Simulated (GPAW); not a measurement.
# Zn (Fm-3m) in GPAW: further runs

The runs below take Zn through single point, with RPBE, PBEsol.

Everything below comes from runs of GPAW 26.7.0. Logs are shortened: lines on timing, memory, paths and dates and some standing lists are left out, and cuts for length are marked. The log counts tension as positive stress, the text compression.

## Step 1: Starting point

Symmetry: Fm-3m, No. 225, cubic system. Conventional cell: a = 3.930 Å, b = 3.930 Å, c = 3.930 Å, α = 90.00°, β = 90.00°, γ = 90.00°. Zn (site symmetry m-3m) is surrounded by 12 Zn at 2.78 Å.

This isn't the form of Zn at room conditions, which is hcp.

## Step 2: Single point, RPBE

run.py

```python
from ase.dft.bandgap import bandgap
from ase.io import read, write
from ase.units import GPa
from gpaw import GPAW, PW

atoms = read('Zn.xyz')

calc = GPAW(mode=PW(600),
            xc='RPBE',
            kpts={'size': (12, 12, 12), 'gamma': True},
            occupations={'name': 'methfessel-paxton', 'order': 0, 'width': 0.1},
            nbands=13,
            convergence={'density': 1e-05, 'energy': 1e-05},
            maxiter=150,
            txt='gpaw.txt')
atoms.calc = calc
energy = atoms.get_potential_energy()
forces = atoms.get_forces()
stress = atoms.get_stress()
calc.write('gs.gpw')
write('result.traj', atoms)
print(f'Energy: {energy:.6f} eV')
print('Forces (eV/A):')
print(forces.round(4))
print('Stress (GPa):', (stress / GPa).round(3))
print('Fermi level:', round(calc.get_fermi_level(), 4), 'eV')
print(f'Gap: {bandgap(calc)[0]:.4f} eV, direct: {bandgap(calc, direct=True)[0]:.4f} eV')
```

Zn.xyz

```xyz
1
Lattice="0.0000000000 1.9647760000 1.9647760000 1.9647760000 0.0000000000 1.9647760000 1.9647760000 1.9647760000 0.0000000000" Properties=species:S:1:pos:R:3 pbc="T T T"
Zn     0.0000000000      0.0000000000      0.0000000000
```

Potentials or basis: the program's PAW data sets (release 1.2.1) made for this functional, pw.

The run is started by

```console
$ OMP_NUM_THREADS=1 python run.py
```

gpaw.txt:

```text
__  _  _
 | _ |_)|_||  |
 |__||  | ||/\| - 26.7.0

Input parameters:
  mode=PW(ecut=600.0),
  convergence={'density': 1e-05, 'energy': 1e-05},
  kpts=MonkhorstPack(size=(12, 12, 12), gamma=True),
  maxiter=150,
  nbands=13,
  occupations=Occupations(name='methfessel-paxton', order=0, width=0.1),
  xc=XC(name='RPBE')

Diagonalizing LCAO Hamiltonian
Converting LCAO to pw mode

       Zn

Atoms  # Å, Bohr magnetons
|   | symbol |        x |        y |        z |    initial magnetic moments |
|---|--------|----------|----------|----------|-----------------------------|
| 0 |     Zn | 0.000000 | 0.000000 | 0.000000 | ( 0.0000,  0.0000,  0.0000) |

Unit cell  # Å
| periodic |        x |        y |        z |  lengths |    angles |
|----------|----------|----------|----------|----------|-----------|
|      yes | 0.000000 | 1.964776 | 1.964776 | 2.778613 | 60.000000 |
|      yes | 1.964776 | 0.000000 | 1.964776 | 2.778613 | 60.000000 |
|      yes | 1.964776 | 1.964776 | 0.000000 | 2.778613 | 60.000000 |

Number of symmetries: 48
Symmetry operations  # r_c * U_cc + t_c -> r_c
|    | kind |            matrix            |
|----|------|------------------------------|
|  0 |  σ   |  1, 0, 0,  1, 0,-1,  1,-1, 0 |
|  1 |  C2  |  1, 0, 0,  1,-1, 0,  1, 0,-1 |
|  2 |  E   |  1, 0, 0,  0, 1, 0,  0, 0, 1 |
|  3 |  σ   |  1, 0, 0,  0, 0, 1,  0, 1, 0 |
|  4 |  C4  |  1, 0,-1,  1, 0, 0,  1,-1, 0 |
|  5 |  S6  |  1, 0,-1,  1,-1, 0,  1, 0, 0 |
|  6 |  σ   |  1, 0,-1,  0, 1,-1,  0, 0,-1 |
|  7 |  C3  |  1, 0,-1,  0, 0,-1,  0, 1,-1 |
|  8 |  S6  |  1,-1, 0,  1, 0, 0,  1, 0,-1 |
|  9 |  C4  |  1,-1, 0,  1, 0,-1,  1, 0, 0 |
| 10 |  C3  |  1,-1, 0,  0,-1, 1,  0,-1, 0 |
| 11 |  σ   |  1,-1, 0,  0,-1, 0,  0,-1, 1 |
| 12 |  σ   |  0, 1, 0,  1, 0, 0,  0, 0, 1 |
| 13 |  C4  |  0, 1, 0,  0, 1,-1, -1, 1, 0 |
| 14 |  C3  |  0, 1, 0,  0, 0, 1,  1, 0, 0 |
| 15 |  S6  |  0, 1, 0, -1, 1, 0,  0, 1,-1 |
| 16 |  C2  |  0, 1,-1,  1, 0,-1,  0, 0,-1 |
| 17 |  σ   |  0, 1,-1,  0, 1, 0, -1, 1, 0 |
| 18 |  S4  |  0, 1,-1,  0, 0,-1,  1, 0,-1 |
| 19 |  C4  |  0, 1,-1, -1, 1, 0,  0, 1, 0 |
| 20 |  C3  |  0, 0, 1,  1, 0, 0,  0, 1, 0 |
| 21 |  σ   |  0, 0, 1,  0, 1, 0,  1, 0, 0 |
| 22 |  S6  |  0, 0, 1,  0,-1, 1, -1, 0, 1 |
| 23 |  C4  |  0, 0, 1, -1, 0, 1,  0,-1, 1 |
| 24 |  S4  |  0, 0,-1,  1, 0,-1,  0, 1,-1 |
| 25 |  C3  |  0, 0,-1,  0, 1,-1,  1, 0,-1 |
| 26 |  C2  |  0, 0,-1,  0,-1, 0, -1, 0, 0 |
| 27 |  S6  |  0, 0,-1, -1, 0, 0,  0,-1, 0 |
| 28 |  S4  |  0,-1, 1,  1,-1, 0,  0,-1, 0 |
| 29 |  C4  |  0,-1, 1,  0, 0, 1, -1, 0, 1 |
| 30 |  C2  |  0,-1, 1,  0,-1, 0,  1,-1, 0 |
| 31 |  σ   |  0,-1, 1, -1, 0, 1,  0, 0, 1 |
| 32 |  C3  |  0,-1, 0,  1,-1, 0,  0,-1, 1 |
| 33 |  S6  |  0,-1, 0,  0, 0,-1, -1, 0, 0 |
| 34 |  S4  |  0,-1, 0,  0,-1, 1,  1,-1, 0 |
| 35 |  C2  |  0,-1, 0, -1, 0, 0,  0, 0,-1 |
| 36 |  C2  | -1, 1, 0,  0, 1, 0,  0, 1,-1 |
| 37 |  S6  | -1, 1, 0,  0, 1,-1,  0, 1, 0 |
| 38 |  S4  | -1, 1, 0, -1, 0, 1, -1, 0, 0 |
| 39 |  C3  | -1, 1, 0, -1, 0, 0, -1, 0, 1 |
| 40 |  S6  | -1, 0, 1,  0, 0, 1,  0,-1, 1 |
| 41 |  C2  | -1, 0, 1,  0,-1, 1,  0, 0, 1 |
| 42 |  C3  | -1, 0, 1, -1, 1, 0, -1, 0, 0 |
| 43 |  S4  | -1, 0, 1, -1, 0, 0, -1, 1, 0 |
| 44 |  C2  | -1, 0, 0,  0, 0,-1,  0,-1, 0 |
| 45 |  i   | -1, 0, 0,  0,-1, 0,  0, 0,-1 |
| 46 |  σ   | -1, 0, 0, -1, 1, 0, -1, 0, 1 |
| 47 |  C2  | -1, 0, 0, -1, 0, 1, -1, 1, 0 |

BZ-sampling:
  Number of BZ points: 1728
  Number of IBZ points: 72

  Monkhorst-Pack size: [12, 12, 12]
  Monkhorst-Pack shift: [0.041666666666666664, 0.041666666666666664, 0.041666666666666664]

K-points  # in reciprocal-cell coordinates
|     |                                coordinates |     weight |
|-----|--------------------------------------------|------------|
|   0 | ( -0.00000000,  -0.00000000,  -0.00000000) | 0.00057870 |
|   1 | (  0.08333333,   0.08333333,  -0.00000000) | 0.00347222 |
|   2 | (  0.08333333,   0.08333333,   0.08333333) | 0.00462963 |
|   3 | (  0.16666667,   0.08333333,   0.08333333) | 0.00694444 |
|   4 | (  0.16666667,   0.16666667,  -0.00000000) | 0.00347222 |
|   5 | (  0.16666667,   0.16666667,   0.08333333) | 0.01388889 |
|   6 | (  0.16666667,   0.16666667,   0.16666667) | 0.00462963 |
|   7 | (  0.25000000,   0.16666667,   0.08333333) | 0.01388889 |
|   8 | (  0.25000000,   0.16666667,   0.16666667) | 0.01388889 |
|   9 | (  0.25000000,   0.25000000,  -0.00000000) | 0.00347222 |
| ... |                                            |            |
|  71 | (  0.50000000,   0.50000000,   0.50000000) | 0.00231481 |

Plane wave coefficients: 532
Cutoff: 600.0 eV

Spin-components: 1 (collinear spins)
Bands:           13
Projectors:      6
Spin-degeneracy: 2
Datatype:        complex128

Parallelization:
  kpt:    1
  domain: 1
  band:   1

Density:
  Valence electrons: 12.0
  Components: 1
  Grid points: [16 16 16]
  Charge: 0.0  # |e|

Potential:
  Grid points: [16 16 16]

species:
  Zn:
    name:    Zinc
    Z:       30.0
    valence: 12
    core:    18
    charge:  0.0  # [|e|]
    compensation charges:
      type: gauss
      rc: 0.37  # [Å]
      lmax: 2
    cutoffs:
      filter: 2.14  # [Å]
      core: 2.28  # [Å]
    projectors
    | kind |    occ | energy [eV] | rcut [Å] |
    |------|--------|-------------|----------|
    |   4s |  2.000 |      -5.882 |    1.286 |
    |   4p |  0.000 |      -1.115 |    1.270 |
    |   3d | 10.000 |     -10.078 |    1.180 |
    |    s |        |      21.329 |    1.286 |
    |    p |        |      26.096 |    1.270 |
    |    d |        |      17.133 |    1.180 |

    Using partial waves for Zn as LCAO basis

Reference energy: -48867.110590  # eV

eigensolver:
  PPCG
  Converge bands: occupied
  niter=2

density mixing:
  MSR1-Mixer
  Pratt-step length: 0.05
  Maximum mixing coefficient: 0.75
  Old densities: 10
  SVD Regularization: 0.005
  Good broyden scale: 1.0
  Trust region scale: 1.0
  Backstep threshold: 4.0
  History deletion threshold: 6.0
  Fourier metric: weight=20.0, sigma=0.015

occupation numbers:
  Methfessel-Paxton:
    width: 0.1000  # eV
    order: 0

poisson solver:
  ecut: 4800.0  # eV

xc functional:
  name: RPBE with 2 nearest neighbor stencil

convergence criteria:
- Maximum integral of absolute [dens]ity change: 1e-05 electrons / valence electron
- Maximum [total energy] change in last 3 cyles: 1e-05 eV / valence electron
- Maximum integral of absolute [eigenst]ate change: 4e-08 eV^2 / valence electron
maximum number of iterations: 150

SCF iterations
|iter     | |      energy | eigst |  dens |
|---------|-|-------------|-------|-------|
|iter:   1| |   -0.843470 | +0.07 |       |
|iter:   2| |   -0.821100 | -2.97 | -1.41 |
|iter:   3| |   -0.772746 | -1.91 | -1.46 |
|iter:   4| |   -0.777041 | -3.11 | -1.90 |
|iter:   5| |   -0.778217 | -3.10 | -2.25 |
|iter:   6| |   -0.778269 | -5.04 | -3.69 |
|iter:   7| |   -0.778284c| -5.37 | -3.73 |
|iter:   8| |   -0.778284c| -7.57c| -4.77 |
|iter:   9| |   -0.778284c| -8.09c| -5.15c|

Converged in 9 steps
Energy contributions relative to reference atoms: (reference = -48867.110590)

Energy contributions:
  Kinetic:          -1.302793
  Coulomb:           2.976763
  Zero:             -0.030845
  External:          0.000000
  Xc:               -2.420458
  Entropy:          -0.001903
  Spinorbit:         0.000000
  ----------------------------
  Free energy:      -0.779236
  Extrapolated:     -0.778284

dipole moment: (-7.519747, -7.519747, -7.519747)  # |e|*Ang

Fermi level: 6.749
Eigenvalues  # (at kpt = [-0.000, -0.000, -0.000])
| band index |      eig [eV] | occ [0-2] |
|------------|---------------|-----------|
|          0 |        -3.543 |     2.000 |
|          1 |        -0.809 |     2.000 |
|          2 |        -0.809 |     2.000 |
|          3 |        -0.809 |     2.000 |
|          4 |        -0.435 |     2.000 |
|          5 |        -0.435 |     2.000 |
|          6 |        25.095 |     0.000 |
|          7 |        25.095 |     0.000 |
|          8 |        25.095 |     0.000 |
|          9 |        25.385 |     0.000 |
|         10 |        27.548 |     0.000 |
|         11 |        27.548 |     0.000 |
|         12 |        27.548 |     0.000 |

No gap
No difference between direct/indirect transitions

Forces  # eV/Ang
|       x |        y |        z |
|---------|----------|----------|
| 0.00000 | -0.00000 | -0.00000 |  # Zn   0

Stress tensor  # eV/Ang^3
|         x |         y |         z |
|-----------|-----------|-----------|
| -0.017144 | -0.000000 | -0.000000 |
| -0.000000 | -0.017144 |  0.000000 |
| -0.000000 |  0.000000 | -0.017144 |

# Writing to gs.gpw (mode='')
```

Wall time 9.7 s (1 thread of Arm Neoverse V1, shared host); peak memory 0.13 GiB.

Results:

```
Free energy            : -0.7792 eV
Pressure               : 2.7 GPa
Band gap on the k mesh : none (metal or under the smearing width)
```

## Step 3: Single point, PBEsol

run.py, as its differences from that of step 2:

```diff
@@ -3,3 +3,5 @@
 from ase.units import GPa
-from gpaw import GPAW, PW
+from gpaw import GPAW, PW, setup_paths
+
+setup_paths.insert(0, '.')
 
@@ -8,3 +10,3 @@
 calc = GPAW(mode=PW(600),
-            xc='RPBE',
+            xc='PBEsol',
             kpts={'size': (12, 12, 12), 'gamma': True},
```

Zn.xyz is that of step 2.

Potentials or basis: PAW data sets generated in the run's folder for this functional, pw.

The run is started by

```console
$ gpaw-setup -f PBEsol Zn
$ OMP_NUM_THREADS=1 python run.py
```

gpaw.txt:

```text
__  _  _
 | _ |_)|_||  |
 |__||  | ||/\| - 26.7.0

Input parameters:
  mode=PW(ecut=600.0),
  convergence={'density': 1e-05, 'energy': 1e-05},
  kpts=MonkhorstPack(size=(12, 12, 12), gamma=True),
  maxiter=150,
  nbands=13,
  occupations=Occupations(name='methfessel-paxton', order=0, width=0.1),
  xc=XC(name='PBEsol')

Diagonalizing LCAO Hamiltonian
Converting LCAO to pw mode

       Zn

Atoms  # Å, Bohr magnetons
|   | symbol |        x |        y |        z |    initial magnetic moments |
|---|--------|----------|----------|----------|-----------------------------|
| 0 |     Zn | 0.000000 | 0.000000 | 0.000000 | ( 0.0000,  0.0000,  0.0000) |

Unit cell  # Å
| periodic |        x |        y |        z |  lengths |    angles |
|----------|----------|----------|----------|----------|-----------|
|      yes | 0.000000 | 1.964776 | 1.964776 | 2.778613 | 60.000000 |
|      yes | 1.964776 | 0.000000 | 1.964776 | 2.778613 | 60.000000 |
|      yes | 1.964776 | 1.964776 | 0.000000 | 2.778613 | 60.000000 |

Number of symmetries: 48
[... 174 lines left out ...]
Energy contributions relative to reference atoms: (reference = -48822.745610)

Energy contributions:
  Kinetic:          -2.989888
  Coulomb:           4.396649
  Zero:             -0.031942
  External:          0.000000
  Xc:               -2.987090
  Entropy:          -0.001924
  Spinorbit:         0.000000
  ----------------------------
  Free energy:      -1.614194
  Extrapolated:     -1.613233

dipole moment: (-7.561700, -7.561700, -7.561700)  # |e|*Ang

Fermi level: 6.416
Eigenvalues  # (at kpt = [-0.000, -0.000, -0.000])
| band index |      eig [eV] | occ [0-2] |
|------------|---------------|-----------|
|          0 |        -3.888 |     2.000 |
|          1 |        -1.094 |     2.000 |
|          2 |        -1.094 |     2.000 |
|          3 |        -1.094 |     2.000 |
|          4 |        -0.714 |     2.000 |
|          5 |        -0.714 |     2.000 |
|          6 |        24.669 |     0.000 |
|          7 |        24.669 |     0.000 |
|          8 |        24.669 |     0.000 |
|          9 |        25.150 |     0.000 |
|         10 |        27.231 |     0.000 |
|         11 |        27.231 |     0.000 |
|         12 |        27.231 |     0.000 |

No gap
No difference between direct/indirect transitions

Forces  # eV/Ang
|       x |        y |        z |
|---------|----------|----------|
| 0.00000 | -0.00000 | -0.00000 |  # Zn   0

Stress tensor  # eV/Ang^3
|        x |        y |        z |
|----------|----------|----------|
| 0.033812 | 0.000000 | 0.000000 |
| 0.000000 | 0.033812 | 0.000000 |
| 0.000000 | 0.000000 | 0.033812 |

# Writing to gs.gpw (mode='')
```

Wall time 12 s (1 thread of Arm Neoverse V1, shared host); peak memory 0.13 GiB.

What came out:

- Free energy: -1.6142 eV
- Pressure: -5.4 GPa
- Band gap on the k mesh: none (metal or under the smearing width)

Levels at points of the mesh, in eV from the Fermi level:
| k point | band 4 | band 5 | band 6 | band 7 | band 8 | band 9 |
| --- | --- | --- | --- | --- | --- | --- |
| (0.00, 0.00, 0.00) | -7.51 | -7.13 | -7.13 | 18.25 | 18.25 | 18.25 |
| (0.50, 0.50, 0.00) | -6.77 | -6.77 | -0.96 | 1.78 | 8.43 | 8.43 |
| (0.50, 0.50, 0.50) | -6.84 | -6.84 | -2.86 | -1.32 | 15.24 | 15.24 |
